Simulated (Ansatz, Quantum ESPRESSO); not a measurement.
# BeS (F-43m): phonons by linear response

Wanted: phonon bands, density of states and zone-centre response of BeS (F-43m).

Program: Quantum ESPRESSO 7.5. Level of theory: DFT PBE, scalar-relativistic, plane waves, GBRV ultrasoft pseudopotentials. Results are calculated unless marked as measured.

Most raw output is cut from this account.

The database entry behind the starting cell differs from later determinations by our own check (0.1 to 0.3 % short, probably kX units), so it need not match the best structure at ambient conditions.

## (1) The structure

Symmetry: F-43m, No. 216, cubic system. The conventional cell has a = 4.850 Å, b = 4.850 Å, c = 4.850 Å, α = 90.00°, β = 90.00°, γ = 90.00°. Nearest to Be lie 4 S at 2.10 Å. Nearest to S lie 4 Be at 2.10 Å. Farther neighbours and most contacts between anions are not listed.

## (2) A first look

Before anything dear is run, a loose run with smearing shows whether this is a metal and how far the cell is from rest.

The input, probe.in:

```
&control
   calculation = 'scf'
   prefix = 'x'
   outdir = './tmp'
   pseudo_dir = './pseudo'
   tprnfor = .true.
   tstress = .true.
   verbosity = 'high'
/
&system
   ibrav = 2
   celldm(1) = 9.1651717
   nat = 2
   ntyp = 2
   ecutwfc = 45.0
   ecutrho = 270.0
   occupations = 'smearing'
   smearing = 'gaussian'
   degauss = 0.01
/
&electrons
   conv_thr = 1.0d-07
   mixing_beta = 0.7
   electron_maxstep = 100
/
ATOMIC_SPECIES
 Be      9.0122  Be.upf
 S      32.0600  S.upf
ATOMIC_POSITIONS crystal
 Be     0.000000000   0.000000000   0.000000000
 S      0.250000000   0.250000000   0.250000000
K_POINTS automatic
 6 6 6 0 0 0
```

Run with:

```sh
> OMP_NUM_THREADS=1 mpirun -n 4 pw.x -nk 4 -in probe.in > probe.out
```

Elapsed: 1.8 s, on 4 MPI ranks of Arm Neoverse V2, shared host.

This step gave:

* volume per atom: 14.26 Å³
* pressure: 1.650 GPa
* gap on the k-mesh: 3.112 eV

A gap of 3.1 eV opens on this mesh, so the crystal is taken as an insulator; the start stands at 1.6 GPa.

## (3) Relaxing the cell and atoms

Frequencies change by per cents with a per cent of volume, so the structure is first brought to rest at this level of theory.

The input, relax.in:

```
&control
   calculation = 'vc-relax'
   prefix = 'x'
   outdir = './tmp'
   pseudo_dir = './pseudo'
   tprnfor = .true.
   tstress = .true.
   forc_conv_thr = 2.0d-05
   etot_conv_thr = 1.0d-07
   nstep = 40
/
&system
   ibrav = 2
   celldm(1) = 9.1651717
   nat = 2
   ntyp = 2
   ecutwfc = 45.0
   ecutrho = 270.0
   occupations = 'fixed'
   nbnd = 7
/
&electrons
   conv_thr = 1.0d-11
   mixing_beta = 0.7
   electron_maxstep = 100
/
&ions
/
&cell
   press_conv_thr = 0.1
/
ATOMIC_SPECIES
 Be      9.0122  Be.upf
 S      32.0600  S.upf
ATOMIC_POSITIONS crystal
 Be     0.000000000   0.000000000   0.000000000
 S      0.250000000   0.250000000   0.250000000
K_POINTS automatic
 8 8 8 0 0 0
```

Run with:

```sh
> OMP_NUM_THREADS=1 mpirun -n 4 pw.x -nk 4 -in relax.in > relax.out
```

The job ended after 8.6 s (4 MPI ranks; 34 s of CPU time).

Relaxation path:

```tsv
step	energy less that of the first step (eV)	largest force (eV/Å)	pressure (GPa)	volume (Å³)
1	0.0000	0.0000	1.61	28.52
2	-0.0018	0.0000	0.81	28.76
3	-0.0024	0.0000	0.02	29.00
4	-0.0024	0.0000	0.00	29.00
5	-0.0025	0.0000	0.01	29.00
```

```tsv
conventional cell, symmetrised	before	after	change
a (Å)	4.850	4.877	+0.6 %
b (Å)	4.850	4.877	+0.6 %
c (Å)	4.850	4.877	+0.6 %
volume (Å³/atom)	14.26	14.50	+1.7 %
```

Final coordinates:

```
Be S
1.0
    -2.43855    0.00000    2.43855
     0.00000    2.43855    2.43855
    -2.43855    2.43855    0.00000
Be S
1 1
Cartesian
  0.0000 0.0000 0.0000
  -1.2193 1.2193 1.2193
```

The last row of the table of steps is pw.x's closing run on a basis chosen anew for the final cell, so its energy can jump.

Read from the output:

```
volume per atom   : 14.50 Å³
pressure          : 0.006000 GPa
gap on the k-mesh : 3.149 eV
```

The volume changes by +1.7 % from the cell with which this run began.

## (4) Self-consistent run for the response

Perturbation theory inherits every error of the wavefunctions, so the threshold is set near the limit of the arithmetic. With a gap, occupations are fixed, which also allows the response to an electric field.

The input, scf.in:

```
&control
   calculation = 'scf'
   prefix = 'x'
   outdir = './tmp'
   pseudo_dir = './pseudo'
   tprnfor = .true.
   tstress = .true.
/
&system
   ibrav = 2
   celldm(1) = 9.21637152
   nat = 2
   ntyp = 2
   ecutwfc = 45.0
   ecutrho = 270.0
   occupations = 'fixed'
   nbnd = 7
/
&electrons
   conv_thr = 1.0d-12
   mixing_beta = 0.7
   electron_maxstep = 100
/
ATOMIC_SPECIES
 Be      9.0122  Be.upf
 S      32.0600  S.upf
ATOMIC_POSITIONS crystal
 Be     0.000000000   0.000000000   0.000000000
 S      0.250000000   0.250000000   0.250000000
K_POINTS automatic
 8 8 8 0 0 0
```

Run with:

```sh
> OMP_NUM_THREADS=1 mpirun -n 4 pw.x -nk 4 -in scf.in > scf.out
```

The job ended after 2.8 s (4 MPI ranks; 11 s of CPU time).

The cell stands at 0.0060 GPa, close enough for phonons.

## (5) Phonons on a q mesh

Linear response treats each wavevector in the unit cell, with no supercell; the 4×4×4 mesh fixes the range of the force constants to be had.

The input, ph.in:

```
phonons
&inputph
   prefix = 'x'
   outdir = './tmp'
   fildyn = 'x.dyn'
   tr2_ph = 1.0d-18
   epsil = .true.
   ldisp = .true.
   nq1 = 4
   nq2 = 4
   nq3 = 4
/
```

Run with:

```sh
> OMP_NUM_THREADS=1 mpirun -n 4 ph.x -nk 4 -in ph.in > ph.out
```

The job ended after 13 min (4 MPI ranks).

Numbers from this step:

```yaml
miss_of_the_charge_sum_rule: 0.002470 e
largest_acoustic_frequency_at_the_zone_centre_before_the_sum_rule: -18.62 cm⁻¹
highest_optical_zone_centre_mode_no_lo_to_term: 557.7 cm⁻¹
lowest_optical_zone_centre_mode: 557.7 cm⁻¹
mean_high_frequency_dielectric_constant: 5.270
largest_born_charge_in_size_third_of_the_trace: 1.628 e
lowest_mode_on_the_q_mesh_acoustic_ones_at_the_zone_centre_apart: 123.6 cm⁻¹
```

Frequencies (cm⁻¹) at each irreducible wavevector; negative means imaginary. Frequencies by wavevector:

```tsv
q (fractions)	star	mode 1	mode 2	mode 3	mode 4	mode 5	mode 6
0 0 0	1	-18.62	-18.62	-18.62	557.7	557.7	557.7
0 0 0.25	8	123.6	123.6	251.8	543.8	543.8	634.2
0 0 -0.5	4	164.4	164.4	367.4	537	537	603.1
0 0.25 0.25	6	172.2	172.2	255.2	524.4	524.4	653
0 0.25 -0.5	24	207.3	258.5	336.2	514.5	520.8	603.2
0 0.25 -0.25	12	181.5	253.3	309	527.4	533.1	590.5
0 -0.5 -0.5	3	233.2	233.2	368.1	499.6	499.6	649.3
0.25 -0.5 -0.25	6	271.8	281.1	327.7	507.7	530.8	567
```

Born charge (rows field, columns displacement), before the sum rule (e), principal values of the symmetric part by kind of site:

```tsv
atom	atoms with these values	low	middle	high	mean
Be1	1	1.63	1.63	1.63	1.63
S2	1	-1.63	-1.63	-1.63	-1.63
```

In full for S2:

```
-1.63  0.00  0.00
 0.00 -1.63  0.00
 0.00  0.00 -1.63
```

High-frequency dielectric tensor:

```
5.27 0.00 0.00
0.00 5.27 0.00
0.00 0.00 5.27
```

The acoustic modes at Γ come out as far as 18.6 cm⁻¹ from zero, where they should vanish, a sizeable error of basis and grid; the Born charges miss their sum rule by 0.0025 e, which is good.

## (6) Fourier transform to real space

The dynamical matrices of the mesh are Fourier-transformed to force constants in real space, after the long-range dipole part is taken out.

The input, q2r.in:

```
&input
   fildyn = 'x.dyn'
   zasr = 'simple'
   flfrc = 'x.fc'
/
```

Run with:

```sh
> q2r.x < q2r.in > q2r.out
```

Wall time 0.48 s (1 thread).

## (7) Dispersion

From the force constants any wavevector is cheap; points of the mesh come back as solved, but for the sum rule and, in polar crystals, the LO-TO term at Γ; the rest is interpolation.

The input, matdyn.in:

```
&input
   asr = 'simple'
   flfrc = 'x.fc'
   flfrq = 'x.freq'
   flvec = 'x.modes'
   q_in_band_form = .true.
   q_in_cryst_coord = .true.
/
8
  0.0000000   0.0000000   0.0000000  12  ! GAMMA
  0.0000000   0.5000000   0.5000000  12  ! X
  0.0000000   0.6250000   0.3750000   1  ! U
 -0.3750000   0.3750000  -0.0000000  12  ! K
  0.0000000   0.0000000   0.0000000  12  ! GAMMA
  0.0000000   0.5000000  -0.0000000  12  ! L
 -0.2500000   0.5000000   0.2500000  12  ! W
  0.0000000   0.5000000   0.5000000   1  ! X
```

Run with:

```sh
> matdyn.x -in matdyn.in > matdyn.out
```

Run time: 0.48 s. Hardware: 1 thread.

Read from the output:

* lowest frequency on the path: 0 cm⁻¹

Matdyn.x, sum rule simple. Phonon branches along the path, in cm⁻¹:

```tsv
point	branch 1	branch 2	branch 3	branch 4	branch 5	branch 6
Γ	0	0	0	559	559	658
halfway	173	173	256	526	526	654
X	234	234	368	501	501	650
halfway	231	255	360	503	504	634
U	223	294	340	509	509	602
jump to K	223	294	340	509	509	602
halfway	146	202	265	540	544	615
Γ	0	0	0	559	559	658
halfway	125	125	252	545	545	635
L	165	165	368	538	538	604
halfway	207	249	349	518	536	582
W	272	282	328	509	532	568
halfway	252	253	352	505	508	619
X	234	234	368	501	501	650
```

All branches are real along the path.

## (8) Sums over the zone

Sums over the zone need many more wavevectors than were solved, so the interpolation is sampled on a dense mesh.

The input, matdyn.in:

```
&input
   asr = 'simple'
   flfrc = 'x.fc'
   dos = .true.
   fldos = 'x.dos'
   nk1 = 16
   nk2 = 16
   nk3 = 16
   deltaE = 1.0
/
```

Run with:

```sh
> matdyn.x -in matdyn.in > matdyn.out
```

It took 5.2 s on 1 thread.

This step gave:

```
share of modes beyond 3i cm⁻¹ on the dense interpolated mesh : 0
zero-point energy per atom                                   : 74.12 meV
heat capacity at 300 K                                       : 18.23 J/(mol atoms K)
vibrational entropy at 300 K                                 : 15.31 J/(mol atoms K)
```

The phonon density of states has structure finer than the step of the table below, so its rows give means over 25 cm⁻¹, whole bins alone (the curve runs from 0 to 656 cm⁻¹). Peaks (cm⁻¹: height): total 232.0: 0.0205, 336.0: 0.0266, 508.0: 0.0473, 536.0: 0.0611, 588.0: 0.0216; Be 508.0: 0.0372, 536.0: 0.0498, 588.0: 0.0207; S 232.0: 0.0167, 332.0: 0.0256, 540.0: 0.0115.

Tetrahedra. The phonon density of states by wavenumber; means over each step; values in 1/cm⁻¹/cell:

```tsv
wavenumber (cm⁻¹)	total	Be	S
25	5.4e-5	1.3e-5	4.0e-5
50	3.7e-4	8.2e-5	2.9e-4
75	9.8e-4	2.1e-4	7.7e-4
100	0.00188	4.0e-4	0.00148
125	0.00338	7.1e-4	0.00266
150	0.00631	0.00130	0.00502
175	0.0131	0.00260	0.0105
200	0.0158	0.00305	0.0127
225	0.0188	0.00352	0.0152
250	0.0140	0.00249	0.0115
275	0.0115	0.00197	0.00957
300	0.00609	7.8e-4	0.00531
325	0.0143	7.7e-4	0.0135
350	0.0129	4.5e-4	0.0125
375	6.2e-4	7.4e-6	6.2e-4
400	0	0	0
425	0	0	0
450	0	0	0
475	0	0	0
500	0.0150	0.0119	0.00309
525	0.0449	0.0366	0.00830
550	0.0200	0.0160	0.00400
575	0.00643	0.00618	2.5e-4
600	0.0166	0.0157	8.7e-4
625	0.0109	0.00989	9.8e-4
```

Harmonic thermodynamic functions per atom, summed over the density of states scaled to three modes an atom; melting is ignored. Thermodynamic functions:

```tsv
T (K)	F_vib (meV/atom)	S (J/mol-atom/K)	C_V (J/mol-atom/K)
0	74.12	0	0
50	74.08	0.34	1.148
100	73.44	2.414	5.5
200	67.7	8.844	13.5
300	55.12	15.31	18.23
400	36.26	20.93	20.7
500	12.02	25.71	22.07
600	-16.81	29.82	22.88
700	-49.6	33.38	23.4
800	-85.86	36.53	23.74
900	-125.2	39.34	23.99
1000	-167.3	41.88	24.16
```

At 300 K the heat capacity has reached 73 % of the Dulong-Petit value.

## (9) Zone-centre analysis

A rigid shift of the crystal must cost nothing, but grids and finite bases break this; the acoustic sum rule is imposed before the matrix is diagonalised again. With Born charges the intensities follow, and the static dielectric tensor.

The input, dynmat.in:

```
&input
   fildyn = 'x.dyn1'
   asr = 'simple'
   fileig = 'dynmat.eig'
   lperm = .true.
/
```

Run with:

```sh
> dynmat.x -in dynmat.in > dynmat.out
```

It took 0.47 s on 1 thread.

Numbers from this step:

```yaml
highest_optical_zone_centre_mode_no_lo_to_term: 558.8 cm⁻¹
lowest_optical_zone_centre_mode: 558.8 cm⁻¹
mean_static_dielectric_constant: 7.313
```

Unit eigenvectors of the mass-weighted matrix after the sum rule; no LO-TO term. The modes at Γ (shares of kinetic energy by element, %):

```tsv
mode	frequency (cm⁻¹)	symmetry	Be %	S %
1	0.0	acoustic	22	78
2	0.0	acoustic	22	78
3	0.0	acoustic	22	78
4	558.8	T2	78	22
5	558.8	T2	78	22
6	558.8	T2	78	22
```

Displacements in mode 6 (558.8 cm⁻¹), the largest set to 1:
```
Be1  0.00  1.00  0.00
S2   0.00 -0.28  0.00
```

Degenerate modes summed, no LO-TO term. Infrared lines, with heights relative to the strongest:

```tsv
position (cm⁻¹)	lines merged	label	IR intensity, relative
559	3	T2	100
```

Static dielectric tensor (ions relaxed, fixed cell):

```
7.31 0.00 0.00
0.00 7.31 0.00
0.00 0.00 7.31
```

The rule also moves an optical mode by 1.1 cm⁻¹.

## (10) Sum rules set otherwise: a sum rule for molecules or wires on a crystal

This rule also removes rotations, which suits wires and not a crystal; it is tried to see the harm.

The input, dynmat.in:

```
&input
   fildyn = 'x.dyn1'
   asr = 'one-dim'
   fileig = 'dynmat.eig'
   lperm = .true.
/
```

Run with:

```sh
> dynmat.x -in dynmat.in > dynmat.out
```

It took 0.47 s on 1 thread.

The program raised no error, yet the settings are not those of a careful run.

The fault: a sum rule for molecules or wires on a crystal; 1 optical mode is projected out to zero frequency, as if it were a rotation, and the static dielectric tensor is spoilt.

For a crystal the rule has to be 'simple' or 'crystal'.

Zone-centre frequencies as printed; negative means imaginary. Modes:

```tsv
mode	frequency (cm⁻¹)
1	0
2	0
3	0
4	0
5	558.4
6	558.4
```

## (11) Sum rules set otherwise (asr no)

Without the rule the raw error of the acoustic modes shows.

The input, dynmat.in:

```
&input
   fildyn = 'x.dyn1'
   asr = 'no'
   fileig = 'dynmat.eig'
   lperm = .true.
/
```

Run with:

```sh
> dynmat.x -in dynmat.in > dynmat.out
```

Run time: 0.46 s. Hardware: 1 thread.

Numbers from this step:

| Quantity | Value |
| --- | --- |
| highest optical zone-centre mode (no LO-TO term) | 557.7 cm⁻¹ |
| lowest optical zone-centre mode | 557.7 cm⁻¹ |
| mean static dielectric constant | 7.322 |

Zone-centre frequencies as printed; negative means imaginary. Modes:

```tsv
mode	frequency (cm⁻¹)
1	-18.62
2	-18.62
3	-18.62
4	557.7
5	557.7
6	557.7
```

Against the first rule no mode moves by more than 18.7 cm⁻¹.

## (12) The LO-TO splitting (1 0 0)

A longitudinal polar mode sets up a macroscopic field that stiffens it; the term hangs on the direction from which q goes to zero.

The input, dynmat.in:

```
&input
   fildyn = 'x.dyn1'
   asr = 'simple'
   fileig = 'dynmat.eig'
   q(1) = 1.0
   q(2) = 0.0
   q(3) = 0.0
/
```

Run with:

```sh
> dynmat.x -in dynmat.in > dynmat.out
```

Run time: 0.46 s. Hardware: 1 thread.

This step gave:

| Item | Value |
| --- | --- |
| highest mode moved by the LO-TO term | 658.3 cm⁻¹ |

Zone-centre frequencies as printed; negative means imaginary. Modes:

```tsv
mode	frequency (cm⁻¹)
1	0
2	0
3	0
4	558.8
5	558.8
6	658.3
```

The field moves one mode, from 559 to 658 cm⁻¹; the others stay.

## (13) The dispersion under another sum rule (asr all)

The sum rule corrects the force constants themselves, so it can shift branches at any wavevector, low ones most.

The input, matdyn.in:

```
&input
   asr = 'all'
   flfrc = 'x.fc'
   flfrq = 'x.freq'
   flvec = 'x.modes'
   q_in_band_form = .true.
   q_in_cryst_coord = .true.
/
8
  0.0000000   0.0000000   0.0000000   8  ! GAMMA
  0.0000000   0.5000000   0.5000000   8  ! X
  0.0000000   0.6250000   0.3750000   1  ! U
 -0.3750000   0.3750000  -0.0000000   8  ! K
  0.0000000   0.0000000   0.0000000   8  ! GAMMA
  0.0000000   0.5000000  -0.0000000   8  ! L
 -0.2500000   0.5000000   0.2500000   8  ! W
  0.0000000   0.5000000   0.5000000   1  ! X
```

Run with:

```sh
> matdyn.x -in matdyn.in > matdyn.out
```

Elapsed: 0.49 s, on 1 thread.

At the labelled points the branches move by no more than 1.4 cm⁻¹. The log warns that this rule wants the long-range part of the force constants stored apart (write_lr, read_lr) in a polar crystal, which was not done.

[end of part 1 of 2]

[Host names and launcher messages were left out of these logs when they were recorded.]

[Logs are printed without paths, hosts, clocks, repeated set-up lines and the standing remarks that a program may print on its own settings, such as how far it seeks lower states.]

[Hosts, paths, dates, database ids (printed as entryN), source tags and the programs' standing remarks are cut or masked in the printed files.]
